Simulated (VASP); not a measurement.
Ir: equation of state with LDA

The system is Ir.

```
CELL_PARAMETERS angstrom
2.70142 0.00000 0.00000
-1.35071 2.33949 0.00000
0.00000 0.00000 4.42912
ATOMIC_POSITIONS crystal
Ir 0.33333 0.66667 0.25000
Ir 0.66667 0.33333 0.75000
```

This isn't the form of Ir at room conditions, which is fcc.

```
Program                : VASP 6.6.1
Task                   : equation of state
Functional             : LDA
Potentials or basis    : VASP PAW LDA potentials, release 64 (Ir)
Cutoff                 : 520 eV
k mesh                 : 10 × 10 × 6
Occupations            : fermi-dirac, width 0.05 eV
Spin                   : no spin polarisation
Ladder                 : gaps
Further INCAR settings : ALGO = Normal; EDIFF = 1e-07
```

The equilibrium volume is 14.00 Å³/atom. The bulk modulus at fixed shape and positions is 398 GPa. The pressure derivative of the bulk modulus is 5.0 (rough: it moves with the points fitted).

Energy against volume, from the lowest point:
| volume (Å³/atom) | energy (meV/atom) |
| --- | --- |
| 13.436 | 30.26 |
| 13.716 | 7.27 |
| 13.996 | 0.00 |
| 14.276 | 6.67 |
| 14.556 | 25.68 |

All runs of the series together: 58 s on 1 thread of AMD EPYC 7R43 64-Core Processor (Zen 3) (shared host).

Caveat: the cell was scaled at fixed shape and fractional positions, which overstates the stiffness of a crystal with free parameters, most of all of layers and chains. Spin-orbit coupling is left out, which matters for the levels of Ir.
